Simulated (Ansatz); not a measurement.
## BaZrO3: the volume at rest

BaZrO3 in the perovskite structure, starting from this typed cell of 15.14 Å³ an atom.

```
CELL_PARAMETERS angstrom
4.23000 0.00000 0.00000
0.00000 4.23000 0.00000
0.00000 0.00000 4.23000
ATOMIC_POSITIONS crystal
Ba 0.00000 0.00000 0.00000
Zr 0.50000 0.50000 0.50000
O 0.50000 0.50000 0.00000
O 0.50000 0.00000 0.50000
O 0.00000 0.50000 0.50000
```

Computed with Ansatz (plane-wave DFT, scalar-relativistic): k mesh 4×4×4; fixed occupations; no spin. Cell and atoms are relaxed to zero stress with the symmetry kept and no dispersion correction.

Caveats: coarse k mesh.

What volume results under PBE, LDA, PBEsol, and how much do the potentials matter?


```tsv
functional	potentials	cutoff (eV)	volume (Å³/atom)	change (%)
PBE	all-electron PAW datasets (no frozen core)	580	15.11	-0.2
PBE	Ansatz hand-made PAW	930	15.11	-0.2
PBE	PseudoDojo norm-conserving	1143	15.08	-0.3
PBE	Ansatz norm-conserving	1240	15.10	-0.2
LDA	Ansatz hand-made PAW	930	14.27	-5.7
LDA	PseudoDojo norm-conserving	1143	14.25	-5.8
PBEsol	Ansatz hand-made PAW	930	14.61	-3.5
PBEsol	PseudoDojo norm-conserving	1143	14.60	-3.6
```

From smallest to largest: LDA, PBEsol, PBE.
